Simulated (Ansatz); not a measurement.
# V (P6_3/mmc) in Ansatz: a series of runs

Runs on V. Level: LDA. Tasks: single point, equation of state.

Everything below comes from runs of Ansatz 0.2.0. Logs are shortened: lines on timing, memory, paths and dates and some standing lists are left out, and cuts for length are marked.

### Step 1. The structure

Symmetry: P6_3/mmc, No. 194, hexagonal system. The conventional cell has a = 2.604 Å, b = 2.604 Å, c = 4.723 Å, α = 90.00°, β = 90.00°, γ = 120.00°. Around V (site symmetry -6m2) lie 12 V at 2.60 to 2.80 Å.

This isn't the form of V at room conditions, which is bcc.

### Step 2. Single point, LDA, collinear spin, ferromagnetic start, 13.04 Å³/atom (volume scaled by 0.94)

Contents of input.yaml:

```yaml
crystal:
  lattice:
    - [2.551130326, 0.0, 0.0]
    - [-1.275565163, 2.2093436706, 0.0]
    - [0.0, 0.0, 4.6269143324]
  atoms:
    - { symbol: V, position: [0.3333333333, 0.6666666667, 0.25], spin: 2.0 }
    - { symbol: V, position: [0.6666666667, 0.3333333333, 0.75], spin: 2.0 }
hamiltonian:
  xc: lda
  pseudopotentials: { kind: paw }
magnetization:
  spin_polarized: true
kpoints:
  mp_grid: { grid: [12, 12, 6] }
scf:
  occupations: { method: fermi_dirac, width: 0.05 }
output:
  forces: true
  stress: true
  eigenvalues: true
  write_density: true
  write_potential: true
  elf: true
  volumetric_format: npy
```

Potentials or basis: Ansatz PAW.

The run is started by

```sh
ansatz run input.yaml --threads 2 --pin off --max-ram 5632MiB --backend cpu --events-out ev --progress --plain --runs-dir out
```

The log of the run:

```text
Warning: RAYON_NUM_THREADS=2 ignored (pool sized by the plan → 2); use --threads N
Engine: ansatz 0.2.0, x86_64-unknown-linux-gnu
Pseudopotentials: kind: paw
Pseudopotential: V, paw, valence charge 13, recommended cutoff 420 eV (normal), V.paw.azcp
Functional definition: SPW92
  exchange = slater_x
  correlation = pw_c
Crystal: 2 atoms, lattice volume = 26.079 Å³
Basis set: ecut = 420 eV, 513 PW (Γ)
Bands: 19, of which v1, the nominal top of the filled ones, is band 13 counted from 1 (12 counted from 0)
Symmetry: 24 space group operations
Space group: P63/mmc (ITA 194), of the structure as read, at distance tolerance 3.0e-5 Å
Magnetic group: BNS 194.263 (UNI 1493), of the structure as read, at distance tolerance 3.0e-5 Å
k-points: 76 of 864
Non-local potential: V, projectors of the file, l = 0: 3, l = 1: 2, l = 2: 3, l = 3: 1
PAW form: soft (Blöchl's): semilocal exchange-correlation on the pseudo side does not see the compensation charge
PAW frozen core: V, regenerated for the run's functional, and the local potential with it (the file was generated under x = pbe(κ = 0.804, μ = 0.2195149727645171), c = pbe(β = 0.06672455060314922))
PAW one-centre angular grid: V, 590 points (default); XC on 64 Gauss nodes
Initial density: superposition of atomic densities (chi_scale 0.1, normalization cell)
Starting moments: Σ|m| = 4 μB on 2 of 2 sites
Initial wavefunctions: pseudopotential atomic-orbital guess
Functional: x = slater, c = lda
SCF iter   1: F=—  HF=-5721.729108 eV  |F-HF|=—  |Δ(HF+E_count)|=         —  Δρ=1.68e-1 (↑1.68e-1 ↓9.01e-2)  dr2=2.08e0  dr2_m=3.78e0  M=0.740 μB ∫|m|=0.740 μB  β_m=0.30  ethr=3.10e-3  ⟨swp⟩=3.8  Hψ=10601  notcnv=0
Mixer restart at iter 1: flushing history
preconditioner: auto → none  [metal: Δε(μ)=0.013 eV  Ē_g=5.066 eV  σ=0.050 eV  W_gap=0.07  n_scr=4 (ndim 8)  ℏωp=23.0 eV  f_vac=0.000  D(μ)=3.08/eV (n_scr^D=36)  sad-step TF]
SCF iter   2: F=—  HF=-5720.309518 eV  |F-HF|=—  |Δ(HF+E_count)|=    1.42e0  Δρ=1.13e-1 (↑1.13e-1 ↓7.38e-2)  dr2=6.19e-1  dr2_m=2.00e0  M=0.630 μB ∫|m|=0.630 μB  β_m=0.63  ethr=3.10e-3  ⟨swp⟩=2.8  Hψ=5893  notcnv=0  defer=70
SCF iter   3: F=—  HF=-5720.402100 eV  |F-HF|=—  |Δ(HF+E_count)|=   9.26e-2  Δρ=3.04e-2 (↑3.04e-2 ↓1.19e-2)  dr2=1.10e-1  dr2_m=9.62e-2  M=0.145 μB ∫|m|=0.145 μB  β_m=0.61  ethr=2.38e-3  ⟨swp⟩=2.0  Hψ=4019  notcnv=0  defer=70
SCF iter   4: F=—  HF=-5720.380214 eV  |F-HF|=—  |Δ(HF+E_count)|=   2.19e-2  Δρ=3.89e-3 (↑1.66e-3 ↓3.89e-3)  dr2=3.67e-3  dr2_m=9.67e-4  M=0.022 μB ∫|m|=0.022 μB  β_m=0.81  ethr=4.24e-4  ⟨swp⟩=2.7  Hψ=5967  notcnv=0  defer=54
SCF iter   5: F=—  HF=-5720.376339 eV  |F-HF|=—  |Δ(HF+E_count)|=   3.87e-3  Δρ=1.55e-3 (↑7.00e-4 ↓1.55e-3)  dr2=2.24e-4  dr2_m=2.81e-4  M=-0.003 μB ∫|m|=0.003 μB  β_m=0.77  ethr=1.41e-5  ⟨swp⟩=2.2  Hψ=5599  notcnv=0  defer=45
SCF iter   6: F=—  HF=-5720.376521 eV  |F-HF|=—  |Δ(HF+E_count)|=   1.82e-4  Δρ=2.22e-4 (↑1.10e-4 ↓2.22e-4)  dr2=4.54e-6  dr2_m=6.06e-6  M=0.000 μB ∫|m|=0.001 μB  β_m=0.84  ethr=8.60e-7  ⟨swp⟩=2.5  Hψ=4809  notcnv=0  defer=45
SCF iter   7: F=—  HF=-5720.376526 eV  |F-HF|=—  |Δ(HF+E_count)|=   5.46e-6  Δρ=2.18e-5 (↑1.48e-5 ↓2.18e-5)  dr2=1.02e-7  dr2_m=5.12e-8  M=0.000 μB ∫|m|=0.000 μB  β_m=0.89  ethr=1.74e-8  ⟨swp⟩=2.5  Hψ=4799  notcnv=0  defer=45
SCF iter   8: F=—  HF=-5720.376527 eV  |F-HF|=—  |Δ(HF+E_count)|=   1.08e-7  Δρ=6.45e-6 (↑6.45e-6 ↓4.08e-6)  dr2=6.69e-9  dr2_m=5.06e-9  M=0.000 μB ∫|m|=0.000 μB  β_m=0.92  ethr=3.92e-10  ⟨swp⟩=2.5  Hψ=4760  notcnv=0  defer=45
SCF iter   9: F=—  HF=-5720.376527 eV  |F-HF|=—  |Δ(HF+E_count)|=   5.49e-9  Δρ=7.54e-7 (↑7.54e-7 ↓6.46e-7)  dr2=3.31e-10  dr2_m=3.17e-11  M=0.000 μB ∫|m|=0.000 μB  β_m=0.96  ethr=2.57e-11  ⟨swp⟩=2.1  Hψ=3866  notcnv=0  defer=45
SCF iter  10: F=-5720.376527 eV  HF=-5720.376527 eV  |F-HF|=6.37e-12  |Δ(HF+E_count)|=  2.22e-10  Δρ=9.70e-8 (↑9.58e-8 ↓9.70e-8)  dr2=6.67e-12  dr2_m=1.58e-13  M=-0.000 μB ∫|m|=0.000 μB  ethr=1.27e-12  ⟨swp⟩=4.0  Hψ=11970  notcnv=0
SCF 1 converged in 10 iterations: F = -5720.376527 eV  dr2 = 6.67e-12
the search or the solves at the SCF's close seem to have found levels that the self-consistency loop had missed (the run counts 2). By its estimate they hold under 1e-12 electrons; where the run keeps them, the occupations were computed again with them
WARN: the starting moments were not kept: the SCF closed with an absolute magnetisation of 5.9e-7 μB, where they sum to 4 μB in size (2 sites). That is at most 0.1 of that sum. Measured as dr2_m measures the in/out step, that magnetisation stands 7.6e-14 eV from none, at or under the dr2_threshold of 1.0e-7 eV: it is no larger than a step whose dr2_m would equal this threshold. The system may hold no moment; this SCF shows only that its start led to no more than that. To try another start: raise the starting moments (crystal.atoms[].spin, magnetization.per_species, magnetization.initial_magnetization, or on a non-collinear deck that types none of these the spinor_matrix: blocks that start its atoms; where the total moment is fixed, keep their sum and leave initial_magnetization as it is; typed ones take the place of any that the run laid by itself, positive ones on a crystal's lanthanoids without a Hubbard term where scf.initial_density.shell_occupations: [] is typed) or, if the notice of its spin-set hold's release reads "site moments contracting" or "site moments show no strong build", lengthen the hold (scf.mixing.spin_hold: { on: { confirm: 4 } }; for m-r²SCAN on two components see the key's manual first). Each may lead to a state that holds a moment. A second SCF, from the converged charge density, with the starting moments and any scf.initial_density.shell_occupations laid on it anew, would have followed, and was not run: the deck does not ask for one (magnetization.retry_lost_moments is false, the default). To let it run, set magnetization.retry_lost_moments: true and run the deck again, where that key's refused combinations let it; where memory then withholds it, that run's warning says so.
SCF converged after 10 iterations
Magnetization: -0.0000 μB (13.0000 up, 13.0000 down)
Absolute magnetization: 0.0000 μB (∫|ρ↑−ρ↓|, with the PAW one-centre terms)
Spin contamination: 0.0000 ħ² per cell (⟨S²⟩ above its minimum at these occupations)
Per-site moments (μB) at R_I (Å): [(-2.2184169452871395e-7, 1.0523412594557389), (-2.2184169447750014e-7, 1.0523412594557389)]
Free energy (F): -5720.376527 eV
Harris-Foulkes:  -5720.376527 eV  (|F-HF|=6.37e-12)
Internal energy: -5720.354408 eV  (E = F + TS)
E sigma→0 (E₀):  -5720.365467 eV
Entropy (-TS):   -0.022119 eV (-11.059 meV/atom)
Fermi energy:    17.188444 eV
--- Per-component energies (eV) ---
  E_band       = -273.001400
  E_kinetic    = 675.102221
  E_local      = -1764.232732  (includes V_loc(G=0)·N_el)
  E_nonlocal   = -80.249427
  E_hartree    = 812.797407
  E_xc         = -259.370778
  E_vxc        = -330.686757  (∫ρ·V_xc dr)
  E_paw        = -2124.026266  (= ΣΔE_a)
  E_vpaw       = -398.530149  (= ΣTr[D̂ρ^β])
  E_aug_tail   = 0.000503  (compensation charges beyond the density's cutoff)
  E_ewald      = -2981.067636
  E_core_change = 0.692300  (= ΣΔE_core)
  E_smearing   = -0.022119  (= −TS)
  E_closure    = -0.000000  (closes the sum)
  Σ components = -5720.376527   (vs F -5720.376527, Δ=0.00e0)
--- Forces (eV/Å), atoms counted from 1 ---
  atom   1  V     -0.00000000    -0.00000000     0.00000000
  atom   2  V     -0.00000000     0.00000000     0.00000000
  max |Σ_I F_I| component: 2.78e-17 eV/Å
--- Stress (GPa, compression-positive) ---
       -3.018451       0.000000       0.000000
        0.000000      -3.018451       0.000000
        0.000000       0.000000      -1.216709
  P = ⅓ Tr σ = -2.4179 GPa (-24.179 kbar)
--- Band table (eV; the first three rows and the last of 152) ---
  k-point 0 ↑: bands = ["-46.1569", "-46.0127", "-20.6520", "-19.8508", "-19.6903", "-19.6903", "-19.6196", "-19.6196", "10.2573", "13.6135", "16.5280", "17.1597", "17.5024", "17.5024", "17.8463", "17.8463", "19.1157", "19.1157", "20.2686"]
  k-point 1 ↑: bands = ["-46.1474", "-46.0225", "-20.6001", "-19.9064", "-19.6856", "-19.6856", "-19.6244", "-19.6244", "10.4929", "13.4970", "16.4469", "16.7801", "17.4859", "17.4859", "17.7909", "17.7909", "19.2382", "19.2382", "20.2321"]
  k-point 2 ↑: bands = ["-46.1212", "-46.0491", "-20.4571", "-20.0568", "-19.6727", "-19.6727", "-19.6373", "-19.6373", "11.1569", "13.0056", "16.2240", "16.2526", "17.4806", "17.4806", "17.6633", "17.6633", "19.5304", "19.5304", "20.1007"]
  k-point 75 ↓: bands = ["-45.8437", "-45.8437", "-20.4838", "-20.4838", "-20.3889", "-20.3889", "-19.9637", "-19.9637", "15.4512", "15.4512", "15.4685", "15.4685", "16.6281", "16.6281", "18.1789", "18.1789", "20.3197", "20.3197", "25.8530"]
```

rho_z.tsv:

```text
# z_ang	rho[e/angstrom^3]	rho_spin[e/angstrom^3]
# format = ansatz-planar-average/11
# lattice	2.551130326	0.000000000	0.000000000
# lattice	-1.275565163	2.209343671	0.000000000
# lattice	0.000000000	0.000000000	4.626914332
# sites	2
# site	23	0.000000000	1.472895780	1.156728583
# site	23	1.275565163	0.736447890	3.470185749
0.000000	2.485249e-1	-3.786529e-8
0.144591	2.592399e-1	-3.946502e-8
0.289182	3.011115e-1	-4.402882e-8
0.433773	4.179791e-1	-5.276323e-8
0.578364	6.797238e-1	-6.702195e-8
0.722955	1.125771e0	-7.920870e-8
[... 24 lines left out ...]
4.337732	3.011115e-1	-4.402882e-8
4.482323	2.592399e-1	-3.946502e-8
```

v_z.tsv:

```text
# z_ang	v_es[eV]	v_tot_up[eV]	v_tot_dn[eV]
# format = ansatz-planar-average/11
# xc	lda
# density_cutoff_ev	1680
# datasets	V=:simpson_from_first_knot:soft:shift=-1614230
# lattice	2.551130326	0.000000000	0.000000000
# lattice	-1.275565163	2.209343671	0.000000000
# lattice	0.000000000	0.000000000	4.626914332
# sites	2
# site	23	0.000000000	1.472895780	1.156728583
# site	23	1.275565163	0.736447890	3.470185749
0.000000	1.692594e1	6.580557e0	6.580556e0
0.144591	1.641622e1	5.951490e0	5.951490e0
0.289182	1.448055e1	3.619643e0	3.619642e0
0.433773	1.121942e1	-3.678484e-1	-3.678491e-1
0.578364	7.733992e0	-4.869160e0	-4.869160e0
0.722955	4.953262e0	-8.792271e0	-8.792271e0
[... 24 lines left out ...]
4.337732	1.448055e1	3.619643e0	3.619642e0
4.482323	1.641622e1	5.951490e0	5.951490e0
```

Wall time 7.7 s (2 threads of AMD EPYC 7R43 (Zen 3), shared host); peak memory 0.39 GiB.

Results:

```yaml
Free_energy: -5720.3765 eV
Pressure: -2.4 GPa
Band_gap_on_the_k_mesh: none (metal or under the smearing width)
Net_moment: 0.00 μB per cell
Absolute_moment: 0.00 μB per cell
```

Caveat: the PAW data sets come from PBE, with cores solved anew for the run's functional, which leaves a small shift of forces and pressure; the starting moments weren't kept.

### Step 3. Single point, LDA, collinear spin, ferromagnetic start, 13.32 Å³/atom (volume scaled by 0.96)

Changes to input.yaml since step 2:

```diff
@@ -2,5 +2,5 @@
   lattice:
-    - [2.551130326, 0.0, 0.0]
-    - [-1.275565163, 2.2093436706, 0.0]
-    - [0.0, 0.0, 4.6269143324]
+    - [2.5690966245, 0.0, 0.0]
+    - [-1.2845483122, 2.2249029415, 0.0]
+    - [0.0, 0.0, 4.6594993097]
   atoms:
@@ -21,5 +21 @@
   eigenvalues: true
-  write_density: true
-  write_potential: true
-  elf: true
-  volumetric_format: npy
```

Potentials or basis: Ansatz PAW.

The run is started by

```sh
ansatz run input.yaml --threads 2 --pin off --max-ram 5632MiB --backend cpu --events-out ev --progress --plain --runs-dir out
```

Run time: 6.3 s. Hardware: 2 threads of AMD EPYC 7R43 (Zen 3), shared host; peak memory 0.41 GiB.

Results (log left out):

* Free energy: -5720.3614 eV
* Pressure: -6.3 GPa
* Band gap on the k mesh: none (metal or under the smearing width)
* Net moment: 0.00 μB per cell
* Absolute moment: 0.00 μB per cell

Caveat: the PAW data sets come from PBE, with cores solved anew for the run's functional, which leaves a small shift of forces and pressure; the starting moments weren't kept.

### Step 4. Single point, LDA, collinear spin, ferromagnetic start, 13.59 Å³/atom (volume scaled by 0.98)

Changes to input.yaml since step 3:

```diff
@@ -2,5 +2,5 @@
   lattice:
-    - [2.5690966245, 0.0, 0.0]
-    - [-1.2845483122, 2.2249029415, 0.0]
-    - [0.0, 0.0, 4.6594993097]
+    - [2.5868150921, 0.0, 0.0]
+    - [-1.293407546, 2.2402475846, 0.0]
+    - [0.0, 0.0, 4.6916348032]
   atoms:
```

The run is started by

```sh
ansatz run input.yaml --threads 2 --pin off --max-ram 5632MiB --backend cpu --events-out ev --progress --plain --runs-dir out
```

Wall time 6.9 s (2 threads of AMD EPYC 7R43 (Zen 3), shared host); peak memory 0.41 GiB.

Results (log left out):

```yaml
Free_energy: -5720.3335 eV
Pressure: -9.8 GPa
Band_gap_on_the_k_mesh: none (metal or under the smearing width)
Net_moment: 0.00 μB per cell
Absolute_moment: 0.00 μB per cell
```

Caveat: the PAW data sets come from PBE, with cores solved anew for the run's functional, which leaves a small shift of forces and pressure; the starting moments weren't kept.

### Step 5. Single point, LDA, collinear spin, ferromagnetic start, 13.87 Å³/atom

Changes to input.yaml since step 4:

```diff
@@ -2,5 +2,5 @@
   lattice:
-    - [2.5868150921, 0.0, 0.0]
-    - [-1.293407546, 2.2402475846, 0.0]
-    - [0.0, 0.0, 4.6916348032]
+    - [2.6042941027, 0.0, 0.0]
+    - [-1.3021470513, 2.2553848518, 0.0]
+    - [0.0, 0.0, 4.723336]
   atoms:
@@ -21 +21,5 @@
   eigenvalues: true
+  write_density: true
+  write_potential: true
+  elf: true
+  volumetric_format: npy
```

The run is started by

```sh
ansatz run input.yaml --threads 2 --pin off --max-ram 5632MiB --backend cpu --events-out ev --progress --plain --runs-dir out
```

Run time: 8 s. Hardware: 2 threads of AMD EPYC 7R43 (Zen 3), shared host; peak memory 0.41 GiB.

It converged, with:

- Free energy: -5720.2942 eV
- Pressure: -12.9 GPa
- Band gap on the k mesh: none (metal or under the smearing width)
- Net moment: 0.00 μB per cell
- Absolute moment: 0.00 μB per cell

Caveat: the PAW data sets come from PBE, with cores solved anew for the run's functional, which leaves a small shift of forces and pressure; the starting moments weren't kept.

### Step 6. Single point, LDA, collinear spin, ferromagnetic start, 14.15 Å³/atom (volume scaled by 1.02)

Changes to input.yaml since step 5:

```diff
@@ -2,5 +2,5 @@
   lattice:
-    - [2.6042941027, 0.0, 0.0]
-    - [-1.3021470513, 2.2553848518, 0.0]
-    - [0.0, 0.0, 4.723336]
+    - [2.6215415862, 0.0, 0.0]
+    - [-1.310770793, 2.2703216106, 0.0]
+    - [0.0, 0.0, 4.7546172825]
   atoms:
@@ -21,5 +21 @@
   eigenvalues: true
-  write_density: true
-  write_potential: true
-  elf: true
-  volumetric_format: npy
```

Potentials or basis: Ansatz PAW.

The run is started by

```sh
ansatz run input.yaml --threads 2 --pin off --max-ram 5632MiB --backend cpu --events-out ev --progress --plain --runs-dir out
```

It took 7.6 s on 2 threads of AMD EPYC 7R43 (Zen 3), shared host; peak memory 0.4 GiB.

Results (log left out):

- Free energy: -5720.2446 eV
- Pressure: -15.7 GPa
- Band gap on the k mesh: none (metal or under the smearing width)
- Net moment: 0.00 μB per cell
- Absolute moment: 0.00 μB per cell

Caveat: the PAW data sets come from PBE, with cores solved anew for the run's functional, which leaves a small shift of forces and pressure; the starting moments weren't kept.

### Step 7. Single point, LDA, collinear spin, ferromagnetic start, 14.43 Å³/atom (volume scaled by 1.04)

Changes to input.yaml since step 6:

```diff
@@ -2,5 +2,5 @@
   lattice:
-    - [2.6215415862, 0.0, 0.0]
-    - [-1.310770793, 2.2703216106, 0.0]
-    - [0.0, 0.0, 4.7546172825]
+    - [2.6385650605, 0.0, 0.0]
+    - [-1.3192825302, 2.2850643718, 0.0]
+    - [0.0, 0.0, 4.7854922858]
   atoms:
```

The run is started by

```sh
ansatz run input.yaml --threads 2 --pin off --max-ram 5632MiB --backend cpu --events-out ev --progress --plain --runs-dir out
```

Run time: 7 s. Hardware: 2 threads of AMD EPYC 7R43 (Zen 3), shared host; peak memory 0.39 GiB.

It converged, with:

- Free energy: -5720.1858 eV
- Pressure: -18.2 GPa
- Band gap on the k mesh: none (metal or under the smearing width)
- Net moment: 0.00 μB per cell
- Absolute moment: 0.00 μB per cell

Caveat: the PAW data sets come from PBE, with cores solved anew for the run's functional, which leaves a small shift of forces and pressure; the starting moments weren't kept.

### Step 8. Single point, LDA, collinear spin, ferromagnetic start, 14.70 Å³/atom (volume scaled by 1.06)

Changes to input.yaml since step 7:

```diff
@@ -2,5 +2,5 @@
   lattice:
-    - [2.6385650605, 0.0, 0.0]
-    - [-1.3192825302, 2.2850643718, 0.0]
-    - [0.0, 0.0, 4.7854922858]
+    - [2.6553716605, 0.0, 0.0]
+    - [-1.3276858302, 2.2996193144, 0.0]
+    - [0.0, 0.0, 4.8159739502]
   atoms:
```

The run is started by

```sh
ansatz run input.yaml --threads 2 --pin off --max-ram 5632MiB --backend cpu --events-out ev --progress --plain --runs-dir out
```

It took 8.5 s on 2 threads of AMD EPYC 7R43 (Zen 3), shared host; peak memory 0.41 GiB.

Results (log left out):

```yaml
Free_energy: -5720.1187 eV
Pressure: -20.5 GPa
Band_gap_on_the_k_mesh: none (metal or under the smearing width)
Net_moment: 0.00 μB per cell
Absolute_moment: 0.00 μB per cell
```

Caveat: the PAW data sets come from PBE, with cores solved anew for the run's functional, which leaves a small shift of forces and pressure; the starting moments weren't kept.

### Step 9. Equation of state, LDA, collinear spin, ferromagnetic start

Potentials or basis: Ansatz PAW.

No new run: the results of the series are fitted here.

What came out:

* Equilibrium volume: 12.88 Å³/atom (rough: see the caveat)
* Bulk modulus at fixed shape and positions: 201 GPa (rough)

Energy against volume, from the lowest point:
```
volume (Å³/atom)  energy (meV/atom)
          13.039               0.00
          13.317               7.58
          13.594              21.51
          13.872              41.16
          14.149              65.95
          14.427              95.35
          14.704             128.92
```

Caveat: the minimum lies outside the volumes run; the cell was scaled at fixed shape and fractional positions, which overstates the stiffness of a crystal with free parameters, most of all of layers and chains.
